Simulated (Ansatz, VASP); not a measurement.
C in VASP and in Ansatz

The input INCAR:

```
SYSTEM = C
ALGO     = Normal         ! electronic algorithm
EDIFF    = 1E-7           ! SCF threshold, eV
EDIFFG   = -0.005         ! ionic threshold
ENCUT    = 600            ! plane-wave cutoff, eV
GGA      = PS             ! functional
IBRION   = 2              ! ionic algorithm
ISIF     = 3              ! what is computed and relaxed
ISMEAR   = 0              ! smearing method
LASPH    = .True.         ! aspherical terms in the spheres
LCHARG   = .False.        ! write CHGCAR
LREAL    = .False.        ! projectors in reciprocal space
LWAVE    = .False.        ! write WAVECAR
NELM     = 100            ! most SCF steps
NSW      = 100            ! ionic steps
PREC     = Accurate       ! precision mode
SIGMA    = 0.02           ! smearing width, eV
```

File KPOINTS:

```
k-points
0
Gamma
  12 12 12
  0 0 0
```

File POSCAR:

```
C
1.0
    0.0000000000      1.7833700000      1.7833700000
    1.7833700000      0.0000000000      1.7833700000
    1.7833700000      1.7833700000      0.0000000000
C
2
Direct
    0.0000000000      0.0000000000      0.0000000000
    0.2500000000      0.2500000000      0.2500000000
```

Input for Ansatz:

```yaml
crystal:
  lattice:
    - [0.0, 1.78337, 1.78337]
    - [1.78337, 0.0, 1.78337]
    - [1.78337, 1.78337, 0.0]
  atoms:
    - { symbol: C, position: [0.0, 0.0, 0.0] }
    - { symbol: C, position: [0.25, 0.25, 0.25] }
basis:
  ecutwfc: 420
kpoints:
  mp_grid: { grid: [12, 12, 12] }
hamiltonian:
  xc: pbesol
scf:
  occupations: { method: gaussian, width: 0.02 }
output:
  forces: true
  stress: true
  eigenvalues: true
  write_density: true
  write_potential: true
  elf: true
  volumetric_format: npy
relax:
  adjacent_minimum: "off"
  f_tol: 0.005
  max_steps: 80
  cell: { stress_tol: 0.05 }
```

This isn't the form of C at room conditions, which is graphite.

Alike in both runs: task relaxation of cell and atoms; functional PBEsol; k mesh 12 × 12 × 12; occupations gaussian, width 0.02 eV; no spin polarisation.

|  | VASP | Ansatz |
| --- | --- | --- |
| version | VASP 6.6.1 | Ansatz 0.2.0 |
| potentials or method | VASP PAW PBE potentials, release 64 (C) | scalar-relativistic, plane waves, PAW |
| plane-wave cutoff (eV) | 600 | 420 |
| valence electrons in the cell | 8 | 8 |

```tsv
	VASP	Ansatz	Ansatz less VASP
gap on the k mesh at the Fermi level, each at its own relaxed structure (eV)	4.06	4.07	+0.007
relaxed volume (Å³/atom)	5.62	5.61	-0.005
relaxed cell length with the largest relative difference (Å)	2.514	2.513	-0.0008
```

Caveats: the PAW data sets were made with another functional, which shifts forces and pressure a little (VASP).
